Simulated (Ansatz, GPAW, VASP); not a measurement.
## GaAs: 4 runs at one level of theory

```
As Ga
1.0
     0.00000    2.82685    2.82685
     2.82685    0.00000    2.82685
     2.82685    2.82685    0.00000
As Ga
1 1
Direct
  0.75000 0.75000 0.75000
  0.00000 0.00000 0.00000
```

Alike in all runs: task single point; functional PBE; k mesh 8 × 8 × 8; occupations gaussian, width 0.02 eV; no spin polarisation; no spin-orbit coupling. Pressure is positive in compression and, in plane waves, holds the error of the finite cutoff, which Ansatz's Pulay term estimates and takes out.

```tsv
program and potentials	plane-wave cutoff (eV)	notes	band gap (eV)	pressure (GPa)
Ansatz, Ansatz PAW	420	14 valence electrons an atom on average; Pulay term of +0.03 GPa included	0.52	3.27
VASP, PBE PAW files As, Ga_d, 520 eV	520	9 valence electrons an atom on average	0.52	3.46
GPAW, GPAW PAW data sets (gpaw-data 1.2.1)	600	4 valence electrons an atom on average	0.59	4.33
Ansatz, all-electron LAPW, scalar-relativistic	-	-	0.52	3.27
```

The band gap spans 0.52 (Ansatz, Ansatz PAW) to 0.59 eV (GPAW, GPAW PAW data sets (gpaw-data 1.2.1)), with all-electron results at 0.52. The pressure spans 3.27 (Ansatz, Ansatz PAW) to 4.33 GPa (GPAW, GPAW PAW data sets (gpaw-data 1.2.1)), with all-electron results at 3.27. Spin-orbit coupling, left out here, moves the band edges of heavy atoms.

The functional is the same throughout but for its coding, so the spread measures potentials, basis and numerics; runs on potential files found faulty are left out.

The positive pressure in every run means that PBE would expand GaAs beyond the volume used here, in line with its usual underbinding of semiconductors. The gap is far below the measured one, as expected of Kohn-Sham eigenvalues from a semilocal functional, which lack the derivative discontinuity. Potentials are not to blame, since the all-electron calculation gives the same 0.52 eV.

The GPAW run, with the fewest valence electrons, has both the widest gap and the highest pressure. This probably reflects a frozen Ga 3d shell, which cannot respond to the crystal or, by mixing with As 4p, push up the valence-band maximum. The As semicore states seem to matter less, as the VASP run without them keeps the all-electron gap and comes much closer in pressure.

Because the direct gap of GaAs narrows as the lattice expands, relaxing the cell with PBE would worsen the disagreement with experiment, so the gap found here already benefits from the compressed volume.
